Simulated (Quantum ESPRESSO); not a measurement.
# Ge (Cmmm) in Quantum ESPRESSO: further runs

Runs on Ge. Level: LDA. Tasks: single point, equation of state.

All numbers are computed with Quantum ESPRESSO 7.5; they aren't measurements. Logs are shortened: lines on timing, memory, paths and dates and some standing lists are left out, and cuts for length are marked.

### 1 The structure

Symmetry: Cmmm, No. 65, orthorhombic system. Conventional cell: a = 2.794 Å, b = 5.201 Å, c = 2.698 Å, α = 90.00°, β = 90.00°, γ = 90.00°. Ge (site symmetry mmm) has 8 Ge at 2.70 to 2.95 Å as nearest neighbours.

This isn't the form of Ge at room conditions, which is diamond.

### 2 Single point, LDA, 18.43 Å³/atom

File pw.in:

```
&CONTROL
  calculation = 'scf'
  prefix = 'pwscf'
  outdir = './tmp'
  pseudo_dir = './pseudo'
  tprnfor = .true.
  tstress = .true.
  disk_io = 'nowf'
/
&SYSTEM
  ibrav = 0
  nat = 1
  ntyp = 1
  ecutwfc = 78
  nbnd = 13
  occupations = 'smearing'
  smearing = 'fd'
  degauss = 0.00367493
/
&ELECTRONS
  conv_thr = 2d-10
  electron_maxstep = 120
  mixing_beta = 0.5
/
ATOMIC_SPECIES
Ge    72.6300 Ge.upf
CELL_PARAMETERS angstrom
   1.3686277522   -2.5474293491    0.0000000000
   1.3686277522    2.5474293491    0.0000000000
   0.0000000000    0.0000000000    2.6431496057
ATOMIC_POSITIONS crystal
Ge     0.5000000000    0.5000000000    0.0000000000
K_POINTS automatic
11 11 10 0 0 0
```

Potentials or basis: PseudoDojo 0.4.1 SR LDA standard.

The run is started by

```sh
$ OMP_NUM_THREADS=1 pw.x -in pw.in > pw.out
```

pw.out:

```text
This program is part of the open-source Quantum ESPRESSO suite
     for quantum simulation of materials; please cite
[... 9 lines left out ...]
     --------------------
     sticks:   dense  smooth     PW     G-vecs:    dense   smooth      PW
     Sum         625     625    203                11549    11549    2163

     Using Slab Decomposition

     bravais-lattice index     =            0
     lattice parameter (alat)  =       5.4647  a.u.
     unit-cell volume          =     124.3758 (a.u.)^3
     number of atoms/cell      =            1
     number of atomic types    =            1
     number of electrons       =        14.00
     number of Kohn-Sham states=           13
     kinetic-energy cutoff     =      78.0000  Ry
     charge density cutoff     =     312.0000  Ry
     scf convergence threshold =      2.0E-10
     mixing beta               =       0.5000
     number of iterations used =            8  plain     mixing
     Exchange-correlation= SLA  PW   NOGX NOGC
                           (   1   4   0   0   0   0   0)

     celldm(1)=   5.464720  celldm(2)=   0.000000  celldm(3)=   0.000000
     celldm(4)=   0.000000  celldm(5)=   0.000000  celldm(6)=   0.000000

     crystal axes: (cart. coord. in units of alat)
               a(1) = (   0.473278  -0.880913   0.000000 )
               a(2) = (   0.473278   0.880913   0.000000 )
               a(3) = (   0.000000   0.000000   0.914014 )

     reciprocal axes: (cart. coord. in units 2 pi/alat)
               b(1) = (  1.056462 -0.567593  0.000000 )
               b(2) = (  1.056462  0.567593 -0.000000 )
               b(3) = ( -0.000000  0.000000  1.094076 )

     PseudoPot. # 1 for Ge read from file:
     Ge.upf
     Pseudo is Norm-conserving + core correction, Zval = 14.0
     Generated using ONCVPSP code by D. R. Hamann
     Using radial grid of 1524 points,  6 beta functions with:
                l(1) =   0
                l(2) =   0
                l(3) =   1
                l(4) =   1
                l(5) =   2
                l(6) =   2

     atomic species   valence    mass     pseudopotential
     Ge               14.00    72.63000     Ge( 1.00)

      8 Sym. Ops., with inversion, found

   Cartesian axes

     site n.     atom                  positions (alat units)
         1        Ge     tau(   1) = (   0.4732780   0.0000000   0.0000000  )

     number of k points=   216  Fermi-Dirac smearing, width (Ry)=  0.0037

     Number of k-points >= 100: set verbosity='high' to print them.

     Dense  grid:    11549 G-vectors     FFT dimensions: (  32,  32,  30)

     Initial potential from superposition of free atoms

     starting charge      13.9993, renormalised to      14.0000
     Starting wfcs are    9 randomized atomic wfcs +    4 random wfcs

     Self-consistent Calculation

     iteration #  1     ecut=    78.00 Ry     beta= 0.50
     Davidson diagonalization with overlap
     ethr =  1.00E-02,  avg # of iterations =  4.8

     Threshold (ethr) on eigenvalues was too large:
     Diagonalizing with lowered threshold

     Davidson diagonalization with overlap
     ethr =  2.83E-05,  avg # of iterations =  5.0

     total energy              =    -178.45485565 Ry
     estimated scf accuracy    <       0.00396417 Ry

     iteration #  2     ecut=    78.00 Ry     beta= 0.50
     Davidson diagonalization with overlap
     ethr =  2.83E-05,  avg # of iterations =  1.0

     total energy              =    -178.45501876 Ry
     estimated scf accuracy    <       0.00055155 Ry

     iteration #  3     ecut=    78.00 Ry     beta= 0.50
     Davidson diagonalization with overlap
     ethr =  3.94E-06,  avg # of iterations =  2.1

     total energy              =    -178.45506353 Ry
     estimated scf accuracy    <       0.00003835 Ry

     iteration #  4     ecut=    78.00 Ry     beta= 0.50
     Davidson diagonalization with overlap
     ethr =  2.74E-07,  avg # of iterations =  1.3

     total energy              =    -178.45506607 Ry
     estimated scf accuracy    <       0.00000097 Ry

     iteration #  5     ecut=    78.00 Ry     beta= 0.50
     Davidson diagonalization with overlap
     ethr =  6.92E-09,  avg # of iterations =  2.0

     total energy              =    -178.45506631 Ry
     estimated scf accuracy    <       0.00000004 Ry

     iteration #  6     ecut=    78.00 Ry     beta= 0.50
     Davidson diagonalization with overlap
     ethr =  2.61E-10,  avg # of iterations =  2.0

     total energy              =    -178.45506632 Ry
     estimated scf accuracy    <          4.3E-10 Ry

     iteration #  7     ecut=    78.00 Ry     beta= 0.50
     Davidson diagonalization with overlap
     ethr =  3.10E-12,  avg # of iterations =  2.1

     End of self-consistent calculation

     Number of k-points >= 100: set verbosity='high' to print the bands.

     the Fermi energy is    12.1129 ev

!    total energy              =    -178.45506632 Ry
     estimated scf accuracy    <          1.1E-10 Ry
     smearing contrib. (-TS)   =      -0.00026839 Ry
     internal energy E=F+TS    =    -178.45479793 Ry

     The total energy is F=E-TS. E is the sum of the following terms:
     one-electron contribution =     -68.22795283 Ry
     hartree contribution      =      44.96661653 Ry
     xc contribution           =     -42.92881391 Ry
     ewald contribution        =    -112.26464772 Ry

     convergence has been achieved in   7 iterations

     Forces acting on atoms (cartesian axes, Ry/au):

     atom    1 type  1   force =     0.00000000    0.00000000    0.00000000

     Total force =     0.000000     Total SCF correction =     0.000000

     Computing stress (Cartesian axis) and pressure

          total   stress  (Ry/bohr**3)                   (kbar)     P=      -18.36
  -0.00001830   0.00000000   0.00000000           -2.69        0.00        0.00
   0.00000000  -0.00024886   0.00000000            0.00      -36.61        0.00
   0.00000000   0.00000000  -0.00010735            0.00        0.00      -15.79

=------------------------------------------------------------------------------=
   JOB DONE.
=------------------------------------------------------------------------------=
```

Wall time 29 s (1 thread of Arm Neoverse V2, shared host); peak memory 0.09 GiB.

Results:

```yaml
Free_energy: -2428.0049 eV
Pressure: -1.8 GPa
Band_gap_on_the_k_mesh: none (metal or under the smearing width)
```

### 3 Single point, LDA, 18.82 Å³/atom

pw.in: that of step 2 with these lines changed.

```diff
@@ -27,5 +27,5 @@
 CELL_PARAMETERS angstrom
-   1.3686277522   -2.5474293491    0.0000000000
-   1.3686277522    2.5474293491    0.0000000000
-   0.0000000000    0.0000000000    2.6431496057
+   1.3782662934   -2.5653695835    0.0000000000
+   1.3782662934    2.5653695835    0.0000000000
+   0.0000000000    0.0000000000    2.6617639486
 ATOMIC_POSITIONS crystal
```

Potentials or basis: PseudoDojo 0.4.1 SR LDA standard.

The run is started by

```sh
$ OMP_NUM_THREADS=1 pw.x -in pw.in > pw.out
```

Run time: 30 s. Hardware: 1 thread of Arm Neoverse V2, shared host; peak memory 0.1 GiB.

It converged, with:

```
Free energy            : -2427.9987 eV
Pressure               : -3.3 GPa
Band gap on the k mesh : none (metal or under the smearing width)
```

### 4 Single point, LDA, 19.21 Å³/atom

pw.in: that of step 3 with these lines changed.

```diff
@@ -27,5 +27,5 @@
 CELL_PARAMETERS angstrom
-   1.3782662934   -2.5653695835    0.0000000000
-   1.3782662934    2.5653695835    0.0000000000
-   0.0000000000    0.0000000000    2.6617639486
+   1.3877718785   -2.5830623466    0.0000000000
+   1.3877718785    2.5830623466    0.0000000000
+   0.0000000000    0.0000000000    2.6801215215
 ATOMIC_POSITIONS crystal
```

The run is started by

```sh
$ OMP_NUM_THREADS=1 pw.x -in pw.in > pw.out
```

It took 30 s on 1 thread of Arm Neoverse V2, shared host; peak memory 0.1 GiB.

The run converged. Its results:

```
Free energy            : -2427.9891 eV
Pressure               : -4.6 GPa
Band gap on the k mesh : none (metal or under the smearing width)
```

### 5 Single point, LDA, 19.61 Å³/atom

pw.in: that of step 4 with these lines changed.

```diff
@@ -27,5 +27,5 @@
 CELL_PARAMETERS angstrom
-   1.3877718785   -2.5830623466    0.0000000000
-   1.3877718785    2.5830623466    0.0000000000
-   0.0000000000    0.0000000000    2.6801215215
+   1.3971490000   -2.6005160000    0.0000000000
+   1.3971490000    2.6005160000    0.0000000000
+   0.0000000000    0.0000000000    2.6982310000
 ATOMIC_POSITIONS crystal
```

The run is started by

```sh
$ OMP_NUM_THREADS=1 pw.x -in pw.in > pw.out
```

Run time: 31 s. Hardware: 1 thread of Arm Neoverse V2, shared host; peak memory 0.1 GiB.

The run converged. Its results:

```
Free energy            : -2427.9766 eV
Pressure               : -5.7 GPa
Band gap on the k mesh : none (metal or under the smearing width)
```

### 6 Single point, LDA, 20.00 Å³/atom

pw.in: that of step 5 with these lines changed.

```diff
@@ -27,5 +27,5 @@
 CELL_PARAMETERS angstrom
-   1.3971490000   -2.6005160000    0.0000000000
-   1.3971490000    2.6005160000    0.0000000000
-   0.0000000000    0.0000000000    2.6982310000
+   1.4064019120   -2.6177384622    0.0000000000
+   1.4064019120    2.6177384622    0.0000000000
+   0.0000000000    0.0000000000    2.7161006002
 ATOMIC_POSITIONS crystal
```

Potentials or basis: PseudoDojo 0.4.1 SR LDA standard.

The run is started by

```sh
$ OMP_NUM_THREADS=1 pw.x -in pw.in > pw.out
```

It took 31 s on 1 thread of Arm Neoverse V2, shared host; peak memory 0.1 GiB.

Results (log left out):

```yaml
Free_energy: -2427.9615 eV
Pressure: -6.7 GPa
Band_gap_on_the_k_mesh: none (metal or under the smearing width)
```

### 7 Single point, LDA, 20.39 Å³/atom

pw.in: that of step 6 with these lines changed.

```diff
@@ -27,5 +27,5 @@
 CELL_PARAMETERS angstrom
-   1.4064019120   -2.6177384622    0.0000000000
-   1.4064019120    2.6177384622    0.0000000000
-   0.0000000000    0.0000000000    2.7161006002
+   1.4155346479   -2.6347372402    0.0000000000
+   1.4155346479    2.6347372402    0.0000000000
+   0.0000000000    0.0000000000    2.7337381113
 ATOMIC_POSITIONS crystal
```

The run is started by

```sh
$ OMP_NUM_THREADS=1 pw.x -in pw.in > pw.out
```

Wall time 31 s (1 thread of Arm Neoverse V2, shared host); peak memory 0.1 GiB.

It converged, with:

```
Free energy            : -2427.9440 eV
Pressure               : -7.6 GPa
Band gap on the k mesh : none (metal or under the smearing width)
```

### 8 Single point, LDA, 20.78 Å³/atom

pw.in: that of step 7 with these lines changed.

```diff
@@ -27,5 +27,5 @@
 CELL_PARAMETERS angstrom
-   1.4155346479   -2.6347372402    0.0000000000
-   1.4155346479    2.6347372402    0.0000000000
-   0.0000000000    0.0000000000    2.7337381113
+   1.4245510352   -2.6515194585    0.0000000000
+   1.4245510352    2.6515194585    0.0000000000
+   0.0000000000    0.0000000000    2.7511509255
 ATOMIC_POSITIONS crystal
```

The run is started by

```sh
$ OMP_NUM_THREADS=1 pw.x -in pw.in > pw.out
```

Run time: 32 s. Hardware: 1 thread of Arm Neoverse V2, shared host; peak memory 0.1 GiB.

The run converged. Its results:

```yaml
Free_energy: -2427.9244 eV
Pressure: -8.4 GPa
Band_gap_on_the_k_mesh: none (metal or under the smearing width)
```

### 9 Equation of state, LDA

Potentials or basis: PseudoDojo 0.4.1 SR LDA standard.

This step only gathers the single runs of the series.

What came out:

```
Equilibrium volume                        : 18.00 Å³/atom (rough: see the caveat)
Bulk modulus at fixed shape and positions : 81 GPa (rough)
```

Energy against volume, from the lowest point:
```csv
volume (Å³/atom),energy (meV/atom)
18.431,0.00
18.823,6.20
19.215,15.75
19.607,28.27
19.999,43.41
20.391,60.89
20.783,80.42
```

Caveat: the minimum lies outside the volumes run; the cell was scaled at fixed shape and fractional positions, which overstates the stiffness of a crystal with free parameters, most of all of layers and chains.
